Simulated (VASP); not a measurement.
Here is a VASP 6.6.1 calculation.

File INCAR:

```
SYSTEM = Te
PREC = Accurate
ENCUT = 600
EDIFF = 1E-7
ISMEAR = 0
SIGMA = 0.03
LREAL = .FALSE.
LASPH = .TRUE.
NELM = 80
ALGO = Normal
ISIF = 3
LWAVE = .FALSE.
LCHARG = .FALSE.
METAGGA = R2SCAN
LMIXTAU = .TRUE.
IBRION = 2
NSW = 90
EDIFFG = -0.005
KPAR = 2
```

KPOINTS

```
Automatic mesh
0
G
  9 9 6
  0 0 0
```

Contents of POSCAR:

```
Te                                      
1.0
    4.6066185546     -0.0000000000      0.0000000000
   -2.3033092773      3.9894486939     -0.0000000000
    0.0000000000      0.0000000000      5.9130220119
  Te            
     3
Direct
     0.2551270269878332    0.0000000000000000    0.3333333332999970
     0.0000000000000003    0.2551270269878337    0.6666666667000030
     0.7448729730121665    0.7448729730121663    0.0000000000000000
```

Potentials or basis: VASP PAW PBE potentials, release 64 (Te).

Run with:

```console
$ cat potpaw_PBE.64/Te/POTCAR > POTCAR
$ mpirun -np 2 vasp_std > vasp.out
```

Task: Predict the relaxed volume.

Result: 36.20 Å³/atom.

Task: Estimate the band gap on the k mesh.

Result: 0.53 eV, direct.

Forces on the atoms (eV/Å):
```
Te   0.005  0.000  0.000
Te  -0.002  0.004  0.000
Te  -0.002 -0.004  0.000
```

Caveat: the PAW data sets were made with another functional, which shifts forces and pressure a little; spin-orbit coupling is left out, which moves the levels of the heavy elements; an odd mesh through Γ misses points on the zone boundary, where band edges often lie.
